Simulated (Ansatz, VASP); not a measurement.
## BeS in VASP and in Ansatz

```
Be S
1.0
     0.00000    2.46231    2.46231
     2.46231    0.00000    2.46231
     2.46231    2.46231    0.00000
Be S
1 1
Direct
  0.75000 0.75000 0.75000
  0.00000 0.00000 0.00000
```

Alike in both runs: task single point; functional PBE; k mesh 8 × 8 × 8; occupations gaussian, width 0.02 eV; no spin polarisation.

```csv
,VASP,Ansatz
version,VASP 6.6.1,Ansatz 0.2.0
potentials or method,"VASP PAW PBE potentials, release 64 (Be, S)","scalar-relativistic, plane waves, PAW"
plane-wave cutoff (eV),520,420
valence electrons in the cell,8,8
```

```csv
,VASP,Ansatz,Ansatz less VASP
gap on the k mesh at the Fermi level (eV),3.21,3.21,-0.001
least direct gap on the mesh (eV),5.50,5.51,+0.002
pressure (GPa),-2.6,-2.6,-0.02
```

A k mesh can miss the band edges. As with any semilocal functional, this PBE gap is likely too small.
